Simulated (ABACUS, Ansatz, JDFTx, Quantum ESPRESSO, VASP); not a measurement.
## One calculation of W, 6 ways

```xyz
1
Lattice="-1.5823 1.5823 1.5823 1.5823 -1.5823 1.5823 1.5823 1.5823 -1.5823" Properties=species:S:1:pos:R:3 pbc="T T T"
W     0.0000    0.0000    0.0000
```

Alike in all runs: task single point; functional PBE; k mesh 12 × 12 × 12; occupations fermi-dirac, width 0.05 eV; no spin polarisation; no spin-orbit coupling. Pressure is positive in compression and, in plane waves, holds the error of the finite cutoff, which Ansatz's Pulay term estimates and takes out.

| program and potentials | plane-wave cutoff (eV) | notes | band gap (eV) | pressure (GPa) |
| --- | --- | --- | --- | --- |
| VASP, PBE PAW files W_sv, 520 eV | 520 | - | no gap | 6.43 |
| Ansatz, all-electron LAPW, scalar-relativistic | - | - | no gap | 5.90 |
| Ansatz, Ansatz PAW (earlier soft set) | 420 | Pulay term of +0.10 GPa included | no gap | 5.89 |
| JDFTx, PseudoDojo-SR-PBE-0.5-standard | 1007 | - | no gap | 5.92 |
| Quantum ESPRESSO, SSSP 1.3 efficiency PBE | 748 | - | no gap | 6.08 |
| ABACUS, PseudoDojo NC SR 0.4.1 PBE standard, plane waves | 1007 | - | no gap | 5.97 |

None finds a gap. The pressure spans 5.89 (Ansatz, Ansatz PAW (earlier soft set)) to 6.43 GPa (VASP, PBE PAW files W_sv, 520 eV), with all-electron results at 5.90.

The functional is the same throughout but for its coding, so the spread measures potentials, basis and numerics; runs on potential files found faulty are left out.
